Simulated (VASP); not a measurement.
The system is C2H6, in a box.

```
CELL_PARAMETERS angstrom
13.08403 0.00000 0.00000
0.00000 13.58403 0.00000
0.00000 0.00000 14.08403
ATOMIC_POSITIONS crystal
C 0.55701 0.51278 0.50592
C 0.44263 0.49453 0.49405
H 0.57392 0.55104 0.57296
H 0.60046 0.44343 0.50625
H 0.58769 0.55840 0.44799
H 0.41216 0.44889 0.55207
H 0.42595 0.45626 0.42694
H 0.39938 0.56400 0.49374
```

Base run:

```yaml
Program: VASP 6.6.1
Functional: optB86b-vdW
Potentials_or_basis: VASP PAW PBE potentials, release 64 (C, H)
Cutoff: 400 eV
k_mesh: 1 × 1 × 1
Occupations: gaussian, width 0.01 eV
Spin: no spin polarisation
```

Its results: gap between the frontier levels 7.34 eV; largest force 0.058 eV/Å.

Task: The run is repeated on the same cell with these changes: functional from optB86b-vdW to PBEsol. What comes out?

Result: Gap between the frontier levels 7.53 eV; largest force 0.248 eV/Å.

Caveats: the PAW data sets were made with another functional, which shifts forces and pressure a little.

A k mesh can miss the band edges.

Not every run made on this cell is shown here.
